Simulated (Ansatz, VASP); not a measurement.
# GaAs in two plane-wave programs, part 2 of 2

Aim: how closely do two programs agree when they are given the same cell, functional and k mesh? The structure shown is the end of the Ansatz relaxation below.

VASP 6.6.1 and Ansatz 0.2.0.

So far: The structure; Ansatz: relaxation, PBEsol; VASP: single point, PBEsol, pair 1; Side by side.

## 6. VASP: single point, PBEsol, pair 2

Level of this step: PBEsol; plane waves and PAW (As, Ga_d) (VASP).

The same cell, functional, mesh and smearing now go to VASP, with its own data sets.

INCAR reads:

```
SYSTEM = GaAs
PREC = Accurate
ENCUT = 500
EDIFF = 1E-06
NELM = 120
ISMEAR = -1
SIGMA = 0.02
LREAL = .FALSE.
ALGO = Normal
GGA = PS
NBANDS = 33
LORBIT = 11
LWAVE = .FALSE.
LCHARG = .FALSE.
ISIF = 2
LASPH = .TRUE.
GGA_COMPAT = .FALSE.
EFERMI = MIDGAP
KPAR = 2
```

POSCAR reads:

```
GaAs
1.0
    3.8816751900      0.0000000000      0.0000000000
   -1.9408375950      3.3616293238      0.0000000000
    0.0000000000      0.0000000000      9.9405068085
As Ga
3 3
Direct
    0.0000000000      0.0000000000      0.7521848212
    0.3333333333      0.6666666667      0.0855181545
    0.6666666667      0.3333333333      0.4188514879
    0.0000000000      0.0000000000      0.9978151788
    0.3333333333      0.6666666667      0.3311485121
    0.6666666667      0.3333333333      0.6644818455
```

KPOINTS reads:

```
Automatic mesh
0
Gamma
8 8 3
0 0 0
```

Potentials, in the order of the species: As and Ga_d (PBE family, release 64).

Run with:

```console
$ mpirun -np 2 vasp_std
```

Numbers of over 12 decimals in the logs are rounded to 6 here.

What it wrote:

```text
[banner, memory and clock lines left out]
running    2 mpi-ranks, on    1 nodes
[...]
[... a notice as in an earlier step ...]

 LDA part: xc-table for (Slater+PW92), standard interpolation
 POSCAR, INCAR and KPOINTS ok, starting setup
[...]
entering main loop
       N       E                     dE             d eps       ncg     rms          rms(c)
DAV:   1     0.409447288694E+03    0.40945E+03   -0.25177E+04  1691   0.232E+03
DAV:   2     0.275966086542E+02   -0.38185E+03   -0.37269E+03  1810   0.523E+02
DAV:   3    -0.254126854585E+02   -0.53009E+02   -0.52253E+02  1923   0.152E+02
DAV:   4    -0.277341375421E+02   -0.23215E+01   -0.23140E+01  2097   0.335E+01
[...]
DAV:  11    -0.271303110930E+02   -0.83175E-04   -0.28696E-04  2209   0.107E-01    0.151E-02
DAV:  12    -0.271303083758E+02    0.27172E-05   -0.29578E-05  2070   0.574E-02    0.110E-02
DAV:  13    -0.271303092637E+02   -0.88794E-06   -0.91829E-06  1829   0.143E-02
   1 F= -.27130309E+02 E0= -.27130309E+02  d E =-.625910E-08
```

Parts of OUTCAR (step 6):

```text
  Total        4.5604366      4.5604366      0.1430596     -0.0000000      0.0000000     -0.0000000
  in kB       56.3299628     56.3299628      1.7670547     -0.0000000      0.0000000     -0.0000000
  external PRESSURE =      38.1423268 kB  Pullay stress =       0.0000000 kB

 POSITION                                       TOTAL-FORCE (eV/Angst)
 -----------------------------------------------------------------------------------
      0.00000      0.00000      7.47710        -0.000000     -0.000000      0.000759
     -0.00000      2.24109      0.85009         0.000000     -0.000000      0.000759
      1.94084      1.12054      4.16360        -0.000000     -0.000000      0.000759
      0.00000      0.00000      9.91879        -0.000000      0.000000     -0.000759
     -0.00000      2.24109      3.29178         0.000000     -0.000000     -0.000759
      1.94084      1.12054      6.60529        -0.000000     -0.000000     -0.000759
 -----------------------------------------------------------------------------------
    total drift:                                0.000003      0.000002     -0.000864

  FREE ENERGIE OF THE ION-ELECTRON SYSTEM (eV)
  ---------------------------------------------------
  free  energy   TOTEN  =       -27.1303092637 eV

  energy  without entropy=      -27.1303092575  energy(sigma->0) =      -27.13030926

[... 1 part as in an earlier step ...]

[... 2 further parts left out ...]
[key lines of the parts left out:]
E-fermi :   4.6610
```

The run ends at a pressure of 3.81 GPa, with forces up to 7.6e-4 eV/Å.

## 7. Comparison

What differs besides the data sets and the points named for the pairs above, as far as they apply: the data sets hold 84 valence electrons in Ansatz (on its PAW soft_1 files) and 54 in VASP. Total energies have different zeros and are not compared.

Both answers:

```
              quantity  Ansatz   VASP  difference
        pressure (GPa)    3.64   3.81       -0.18
gap on the k mesh (eV)   0.556  0.567      -0.011
```

A gap on the mesh is an upper bound, since the band edges may lie between its points.

## 8. Ansatz: relaxation, PBEsol

This run makes the geometry at which the two programs are then compared. The cell compared in this pair holds 131.77 Å³, against 129.71 Å³ for the pair before.

The structure compared here is the end of the Ansatz relaxation.

input.yaml reads:

```yaml
crystal:
  lattice:
    - [3.92169246, 0.0, 0.0]
    - [-1.96084623, 3.3962852962, 0.0]
    - [0.0, 0.0, 9.91981628]
  atoms:
    - { symbol: As, position: [1.0, 1.0, 0.75] }
    - { symbol: As, position: [0.3333333, 0.6666667, 0.0833333] }
    - { symbol: As, position: [0.6666667, 0.3333333, 0.4166667] }
    - { symbol: Ga, position: [0.0, 0.0, 0.0] }
    - { symbol: Ga, position: [0.3333333, 0.6666667, 0.3333333] }
    - { symbol: Ga, position: [0.6666667, 0.3333333, 0.6666667] }
kpoints:
  mp_grid: { grid: [8, 8, 3] }
scf:
  occupations: { method: fermi_dirac, width: 0.02 }
hamiltonian:
  xc: pbesol
  pseudopotentials: { kind: paw, azcp: { folder: soft_1 }, xc_functional: pbe }
basis:
  ecutwfc: 600
output:
  forces: true
  stress: true
relax:
  f_tol: 0.005
  max_steps: 70
  cell: { stress_tol: 0.02, p_target: 0, fix: [a, b, alpha, beta, gamma] }
```

Run with:

```console
$ ansatz run input.yaml --threads 8 --pin off --max-ram 18432MiB --backend cpu --events-out ev --progress --plain --runs-dir out
```

What it wrote:

```text
[...]
Crystal: 6 atoms, lattice volume = 132.124 Å³
Basis set: ecut = 600 eV, 4425 PW (Γ), exchange–correlation on 64×64×160 points (8 copies of the dense FFT grid, shifted against one another)
Bands: 51, of which v1, the nominal top of the filled ones, is band 42 counted from 1 (41 counted from 0)
Symmetry: 18 space group operations
[...]
cell:  # Å, volume = 131.7700 Å³
    - [3.921692, 0, 0]
    - [-1.960846, 3.396285, 0]
    - [0, 0, 9.893247]
  atoms:
    - { symbol: As, position: [1.0, 1.0, 0.751421] }
    - { symbol: As, position: [0.333333, 0.666667, 0.084754] }
    - { symbol: As, position: [0.666667, 0.333333, 0.418087] }
    - { symbol: Ga, position: [-4.606797533964017e-19, 0, -0.00142066] }
    - { symbol: Ga, position: [0.333333, 0.666667, 0.331913] }
    - { symbol: Ga, position: [0.666667, 0.333333, 0.665246] }
[key lines of the parts left out:]
SCF converged after 6 iterations
Free energy (F): -25670.551362 eV
Fermi energy:    8.537094 eV
P = ⅓ Tr σ = 2.3307 GPa (23.307 kbar)
```

## 9. VASP: single point, PBEsol, pair 3

The same cell, functional, mesh and smearing now go to VASP, with its own data sets.

INCAR is that of step 6.

POSCAR reads:

```
GaAs
1.0
    3.9216924600      0.0000000000      0.0000000000
   -1.9608462300      3.3962852962      0.0000000000
    0.0000000000      0.0000000000      9.8932467329
As Ga
3 3
Direct
    0.0000000000      0.0000000000      0.7514206576
    0.3333333333      0.6666666667      0.0847539910
    0.6666666667      0.3333333333      0.4180873243
    0.0000000000      0.0000000000      0.9985793424
    0.3333333333      0.6666666667      0.3319126757
    0.6666666667      0.3333333333      0.6652460090
```

KPOINTS is that of step 6.

Run with:

```console
$ mpirun -np 2 vasp_std
```

What it wrote:

```text
[... set-up lines as in an earlier step ...]
 entering main loop
       N       E                     dE             d eps       ncg     rms          rms(c)
DAV:   1     0.408584482847E+03    0.40858E+03   -0.25218E+04  1691   0.228E+03
DAV:   2     0.269192909473E+02   -0.38167E+03   -0.37277E+03  1802   0.518E+02
DAV:   3    -0.256161500675E+02   -0.52535E+02   -0.51734E+02  1967   0.151E+02
DAV:   4    -0.277798127676E+02   -0.21637E+01   -0.21558E+01  2012   0.323E+01
[...]
DAV:  13    -0.272073122406E+02   -0.10143E-05   -0.12152E-05  1830   0.145E-02    0.643E-03
DAV:  14    -0.272073111827E+02    0.10578E-05   -0.33536E-06  1489   0.852E-03    0.830E-04
DAV:  15    -0.272073112723E+02   -0.89610E-07   -0.28654E-07  1036   0.321E-03
   1 F= -.27207311E+02 E0= -.27207311E+02  d E =-.915601E-08
```

OUTCAR, selected parts (step 9):

```text
  Total        3.0014860      3.0014860      0.1070373      0.0000000     -0.0000000     -0.0000000
  in kB       36.4947476     36.4947476      1.3014545      0.0000000     -0.0000000     -0.0000000
  external PRESSURE =      24.7636499 kB  Pullay stress =       0.0000000 kB

 POSITION                                       TOTAL-FORCE (eV/Angst)
 -----------------------------------------------------------------------------------
      0.00000      0.00000      7.43399        -0.000000      0.000000     -0.000031
     -0.00000      2.26419      0.83849        -0.000000     -0.000000     -0.000031
      1.96085      1.13210      4.13624        -0.000000      0.000000     -0.000031
      0.00000      0.00000      9.87919         0.000000      0.000000      0.000031
     -0.00000      2.26419      3.28369         0.000000     -0.000000      0.000031
      1.96085      1.13210      6.58144         0.000000     -0.000000      0.000031
 -----------------------------------------------------------------------------------
    total drift:                               -0.000000     -0.000001     -0.002125

  FREE ENERGIE OF THE ION-ELECTRON SYSTEM (eV)
  ---------------------------------------------------
  free  energy   TOTEN  =       -27.2073112723 eV

  energy  without entropy=      -27.2073112632  energy(sigma->0) =      -27.20731127

[... 1 part as in an earlier step ...]

[... 2 further parts left out ...]
[key lines of the parts left out:]
E-fermi :   4.4440
```

The run ends at a pressure of 2.48 GPa.

## 10. Side by side

What differs besides the data sets and the points named for the pairs above, as far as they apply: the data sets hold 84 valence electrons in Ansatz (on its PAW soft_1 files) and 54 in VASP. Total energies have different zeros and are not compared.

Compared:

```csv
quantity,Ansatz,VASP,difference
pressure (GPa),2.33,2.48,-0.15
gap on the k mesh (eV),0.539,0.550,-0.011
```

A gap on the mesh is an upper bound, since the band edges may lie between its points.

## 11. Outcome

| Item | Value |
| --- | --- |
| difference in gap on the k mesh (single point, PBEsol, pair 1) | -0.010 eV |
| difference in gap on the k mesh (single point, PBEsol, pair 2) | -0.011 eV |
| difference in gap on the k mesh (single point, PBEsol, pair 3) | -0.011 eV |

The difference in gap on the k mesh is -0.011 eV (single point, PBEsol, pair 3), within the 0.08 eV picked in this series as the mark of a large difference. The data sets hold unlike numbers of valence electrons (84 in Ansatz and 54 in VASP), so part of the differences comes from the potentials. 4 further runs of this series are not shown here. How closely two codes agree says nothing of how well the functional describes the real material.

[Lines on the potential files, build, host, timing and source positions are cut from VASP's logs without a mark.]

[Logs are printed without paths, hosts, clocks, repeated set-up lines and the standing remarks that a program may print on its own settings, such as how far it seeks lower states.]

[Hosts, paths, dates, database ids (printed as entryN), source tags and the programs' standing remarks are cut or masked in the printed files.]
